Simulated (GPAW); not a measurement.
Crystal: CdSe.

```
Cd Se
1.0
     0.00000    3.07027    3.07027
     3.07027    0.00000    3.07027
     3.07027    3.07027    0.00000
Cd Se
1 1
Direct
  0.00000 0.00000 0.00000
  0.25000 0.25000 0.25000
```

Measurements of this composition are mostly on another form, of space group No. 186.

Base run:

| Quantity | Value |
| --- | --- |
| Program | GPAW 26.7.0 |
| Functional | PBEsol |
| Potentials or basis | PAW data sets generated in the run's folder for this functional |
| Cutoff | 600 eV |
| Basis | pw |
| k mesh | 8 × 8 × 8 |
| Occupations | fermi-dirac, width 0.05 eV |
| Spin | no spin polarisation |

Its results: band gap on the k mesh 0.42 eV, direct; pressure -1.6 GPa.

Task: The run is repeated on the same cell with these changes: spin from no spin polarisation to spin-orbit coupling, no magnetisation. What comes out?

Result: Band gap on the k mesh 0.29 eV, direct; pressure -1.6 GPa.

Spin-orbit coupling splits the band edges, which narrows the gap.

Caveats: spin-orbit coupling was added after a scalar SCF, so levels and gaps hold it while energy, forces, pressure and moments don't (some runs); this program's spin-orbit splittings come out too wide for heavy elements (some runs).
